Silicon carbide comes out stiffer from BLYP to LDA because the functionals, with one exception in the order, let the crystal settle at smaller and smaller volumes, and a more tightly packed crystal resists compression more strongly. Over the whole series the rest volume shrinks by 7% and the bulk modulus rises by 14%, so on average 1% in volume goes with 2% in stiffness. Along the energy curve of a single functional the same 1% would bring about 4%. The missing half is lost because the rows with smaller crystals are mostly softer at a given volume. The loss is uneven: from BLYP to C09-vdW, 3% in volume goes with 9% in stiffness, and most of it falls to the rows with an added dispersion term and to LDA. For the added dispersion terms the reason can be shown: the attraction that draws the crystal together also softens it. For LDA a similar effect is expected, but its different potentials may have a share in it.

Kohn-Sham DFT with GPAW 26.7.0 for SiC (F-43m, 2-atom cell), with plane waves, no spin polarization and Fermi-Dirac smearing of 0.05 eV. Each bulk modulus comes from a fit to energies at seven volumes, 0.94 to 1.06 times that of the given cell. The measured value is 225 GPa (bulk crystal, earlier experiment quoted in pmc:9505936).

```
        program     functional            how the value is got                                  potentials or basis  wave cutoff (eV)    k-mesh  computed bulk modulus (GPa)  computed over measured, less one (%)
GPAW 26.7.0 (1)           BLYP  fit, rest volume 10.79 Å³/atom  PAW data sets made by gpaw setup for the functional               800  10x10x10                        199.5                                 -11.3
GPAW 26.7.0 (2)            PBE  fit, rest volume 10.57 Å³/atom  PAW data sets made by gpaw setup for the functional               800  10x10x10                        211.9                                  -5.8
GPAW 26.7.0 (3)      vdW-DF-cx  fit, rest volume 10.53 Å³/atom                 GPAW PAW data sets (gpaw data 1.2.1)               800  10x10x10                        215.1                                  -4.4
GPAW 26.7.0 (4)        C09-vdW  fit, rest volume 10.48 Å³/atom                 GPAW PAW data sets (gpaw data 1.2.1)               800  10x10x10                        217.4                                  -3.4
GPAW 26.7.0 (5)         PBE+D4  fit, rest volume 10.37 Å³/atom                 GPAW PAW data sets (gpaw data 1.2.1)               800  10x10x10                        218.8                                  -2.8
GPAW 26.7.0 (6)  revPBE+D3(BJ)  fit, rest volume 10.24 Å³/atom                 GPAW PAW data sets (gpaw data 1.2.1)               800  10x10x10                        224.3                                  -0.3
GPAW 26.7.0 (7)      PBEsol+D3  fit, rest volume 10.33 Å³/atom  PAW data sets made by gpaw setup for the functional               800  10x10x10                        224.7                                  -0.1
GPAW 26.7.0 (8)            LDA  fit, rest volume 10.03 Å³/atom                                 HGH pseudopotentials              1600  10x10x10                        227.9                                   1.3
```

**The same crystal at one volume**

All eight rows are density-functional calculations with one program, GPAW. Each computed bulk modulus belongs to the rest volume of its own row, the volume at which that functional finds the lowest energy. The comparison therefore mixes two questions: how large the crystal is, and how stiff it is at a given size. They can be separated by carrying each value along its own energy curve to a common volume V:

B(V) ≈ B₀ (V₀/V)^B′

Here B₀ is the computed bulk modulus, V₀ the rest volume, and B′ the rate at which the bulk modulus grows with pressure. B′ lies close to 4 in all rows. Physically, it expresses that the repulsion between neighbouring atoms steepens rapidly as they approach.

At a common 10.35 Å³/atom the ends of the series change places. BLYP, the softest row at rest, becomes the stiffest with about 235 GPa, and LDA, the stiffest at rest, becomes the softest with about 202 GPa. The rise in the table is thus no sign that the later functionals describe stiffer bonds. It reflects the smaller volume at which they are evaluated.

**Why only half of the gain survives**

Suppose that a term is added to the energy which favours a smaller crystal, such as a dispersion correction. It acts like an inward pressure p. The crystal shrinks by the fraction p/B, and the steeper repulsion at the smaller volume raises the bulk modulus by about B′p.

If this pull were the same at every volume, that would be the whole effect. The dispersion attraction in these rows, however, grows stronger as the atoms come closer. When the crystal is squeezed, the added term helps the squeezing along, and this lowers the stiffness by an amount s, which is the volume times the curvature of the added energy, with its sign reversed. The net change is

ΔB ≈ B′p − s

The first part is the gain from contraction, the second the softening at fixed volume.

PBE and PBE+D4 allow a clean test. Their band gaps and Fermi energies agree at every volume of the energy curve, so D4 changes nothing in the electronic structure and only adds its own energy. The D4 energies at different volumes give p = 4.2 GPa and s = 9.5 GPa, and the PBE curve has B′ = 3.95. The estimate then runs as follows:

contraction: p/B = 4.2/212 ≈ 2%

gain from contraction: B′p = 3.95 × 4.2 ≈ 16.6 GPa

net change: 16.6 − 9.5 ≈ 7 GPa

The full calculation gives a contraction of 1.9% and a gain of 6.9 GPa. Since the PBE+D4 curve is the PBE curve plus the D4 energy, this agreement shows that the first-order split is accurate, not more. More than half of what the contraction brings is taken back by the way the D4 attraction varies with volume. Without the softening, D4 would seem to stiffen the crystal more than twice as much as it does.

The same first-order estimate gives a net gain of nearly 19 GPa for D3(BJ) in revPBE and about 4 GPa for D3 in PBEsol. For these two functionals there is no row without dispersion to confirm it, but these terms too only add their own energy, so the estimate is expected to hold nearly as well. In the three cases together, each GPa of inward pull raises the bulk modulus by roughly 2 GPa, from 1.6 for D4 to 2.4 for D3. This is a useful first guess when such a correction is added to a similar calculation of this crystal.

**The two rows that break the order**

revPBE+D3(BJ) has a clearly smaller rest volume than PBEsol+D3, 10.24 against 10.33 Å³/atom, yet the two bulk moduli differ by only 0.4 GPa. That difference is too small to rank them. What needs explaining is why the smaller crystal is not the stiffer one.

Volume alone would put revPBE+D3(BJ) about 8 GPa ahead. But its dispersion term is by far the strongest of the three separate ones and softens the crystal by about 19 GPa at fixed volume, against 2 GPa for the D3 term in PBEsol. This would more than reverse the order. The balance is restored by the functionals beneath: with dispersion taken out, revPBE is about 9 GPa stiffer than PBEsol at the common volume. The near tie is a cancellation of three sizeable differences.

The small step from C09-vdW to PBE+D4 has a related origin. The volume falls by 1%, but the bulk modulus rises by little more than 1 GPa, because the D4 term softens the crystal while drawing it in. C09-vdW and vdW-DF-cx have their dispersion built into the functional, so its share can't be separated in the same way.

**How far the simple model reaches**

The model reads the PBE energy curve at the rest volume of each row and adds the softening by the separate dispersion term, where there is one. PBE is the reference and therefore no test, and the rest volumes are taken from the calculations. Apart from LDA, the other rows are met within 5 GPa. With volume alone, the largest miss among them is 16 GPa, for revPBE+D3(BJ). The printed output after this text gives the values row by row.

LDA is the clear failure: the model puts it 33 GPa too high. Part of the reason can be argued from theory. Gradient corrections favour regions where the density varies strongly, and they push the atoms apart; LDA lacks them and so binds too tightly. Relative to PBE this resembles an added attraction. Such a pull softens the crystal at fixed volume only if it grows on compression, and in the LDA row it does: the pressure lies below that of PBE by about 10 GPa at the largest volume of the energy curve and by about 14 GPa at the smallest. The same fact seen as a stiffness: at the common volume the LDA row is 29 GPa softer than PBE, for a pull of about 12 GPa, or 2.5 GPa per GPa. That is more than the gradient corrections alone suggest: relative to PBE, BLYP and PBEsol without its D3 term differ in stiffness by only about 1 to 1.5 GPa per GPa of pressure. LDA is also the only row with HGH pseudopotentials, so a sizeable share of the gap may belong to them; the table can't tell how much.

**What agreement with experiment means here**

Measured against 225 GPa, PBE is 5.8% too soft and BLYP 11.3%, while LDA is only 1.3% too stiff. This looks like a verdict in favour of LDA, but the volumes tell another story. The measured volume, which the table doesn't list, lies close to the common volume used above, and LDA makes the crystal about 3% smaller than that. At the common volume LDA would fall about 10% below the measured bulk modulus. Its good value at rest comes from a crystal that is too small. Both sizes, the 3% and the 10%, belong to this row with its HGH pseudopotentials and may differ with other potentials.

For PBE the reverse holds. At the common volume it gives about 231 GPa, slightly above the measured value. Zero-point motion and temperature, absent from the calculations, are expected to lower a bulk modulus mainly by swelling the crystal. The measured volume already contains that swelling, so they are not expected to explain the small excess. That PBE is too soft at rest is therefore an effect of its too large volume.

The closest agreements, in revPBE+D3(BJ) and PBEsol+D3, deserve the same caution. By the first-order estimate, revPBE without its dispersion term would lie near 206 GPa, so its match with experiment rests on a large correction, which also leaves the crystal about 1% smaller than the measured one. Much of that 1% is expected, because the calculation leaves out the swelling by zero-point motion and temperature. An error of a few tenths of a percent is finer than the neglected thermal and zero-point effects, and the comparison rests on a single measured value, so such an error can't serve as a measure of accuracy. A bulk modulus is better judged together with the rest volume that produced it, which the table lists under "how the value is got".

Output of the analysis:

```
Stiffness at one common volume of 10.35 A^3/atom (GPa):
              row  rest_volume  B_at_rest  B_common  dispersion_inward_pressure  dispersion_part_of_B  B_common_without_dispersion
  GPAW 26.7.0 (1)        10.79      199.5     234.5                           0                     0                        234.5
  GPAW 26.7.0 (2)        10.57      211.9     230.7                           0                     0                        230.7
  GPAW 26.7.0 (3)        10.53      215.1     230.5                           0                     0                        230.5
  GPAW 26.7.0 (4)        10.48      217.4     228.7                           0                     0                        228.7
  GPAW 26.7.0 (5)        10.37      218.8     220.9                       4.228                -9.507                        230.4
  GPAW 26.7.0 (6)        10.24      224.3     215.6                       9.443                -18.93                        234.5
  GPAW 26.7.0 (7)        10.33      224.7     223.6                       1.519                -2.323                        225.9
  GPAW 26.7.0 (8)        10.03      227.9     201.7                           0                     0                        201.7
PBE curve read at each rest volume (GPa):
              row  volume_only  miss_volume_only  with_dispersion_part  miss_with_dispersion
  GPAW 26.7.0 (1)        195.7            -3.799                 195.7                -3.799
  GPAW 26.7.0 (2)        211.9                 0                 211.9                     0
  GPAW 26.7.0 (3)        215.4            0.2798                 215.4                0.2798
  GPAW 26.7.0 (4)        219.4             1.952                 219.4                 1.952
  GPAW 26.7.0 (5)        228.5             9.705                   219                0.1986
  GPAW 26.7.0 (6)        239.9              15.6                   221                -3.331
  GPAW 26.7.0 (7)        231.8             7.086                 229.5                 4.764
  GPAW 26.7.0 (8)        261.1             33.19                 261.1                 33.19
Change of rest volume from BLYP to LDA (%): -7.043
Change of B from BLYP to LDA (%): 14.24
Change of rest volume when D4 is added to PBE (%): -1.893
Gain of B by that contraction along the PBE curve (GPa): 16.61
Computed gain of B when D4 is added to PBE (GPa): 6.9
First-order net gain of B by D3(BJ) in revPBE (GPa): 18.54
First-order net gain of B by D3 in PBEsol (GPa): 3.601
Spread of B at rest volumes, LDA left out for its other potentials (GPa): 25.2
Spread of B at common volume without dispersion, LDA left out (GPa): 8.604
LDA less PBE at common volume (GPa): -28.92
```
